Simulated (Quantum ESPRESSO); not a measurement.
The system is HfN.

```
Hf N
1.0
     0.00000    2.25600    2.25600
     2.25600    0.00000    2.25600
     2.25600    2.25600    0.00000
Hf N
1 1
Direct
  0.00000 0.00000 0.00000
  0.50000 0.50000 0.50000
```

Base run:

- Program: Quantum ESPRESSO 7.5
- Functional: PBE
- Potentials or basis: SSSP 1.3 efficiency PBE
- Cutoff: 816 eV
- Density cutoff: 6531 eV
- k mesh: 10 × 10 × 10
- Occupations: fermi-dirac, width 0.05 eV
- Spin: no spin polarisation
- Hubbard terms: Hf d U = 6 eV

Its results: band gap on the k mesh none (metal or under the smearing width); pressure -0.1 GPa.

Question: After a change of settings the same cell gave: band gap on the k mesh none (metal or under the smearing width); pressure 0.9 GPa. Which change was it?
A. hubbard terms from Hf d U = 6 eV to Hf d U = 5 eV
B. hubbard terms from Hf d U = 6 eV to Hf d U = 3 eV
C. potentials or basis from SSSP 1.3 efficiency PBE to PseudoDojo 0.4.1 SR PBE standard; cutoff from 816 eV to 1143 eV; density cutoff from 6531 eV to 4572 eV; hubbard terms from Hf d U = 6 eV to none; hubbard projectors from atomic to none
D. hubbard terms from Hf d U = 6 eV to none

Answer: A.

Caveats: U without spin polarisation on a metal has little footing.
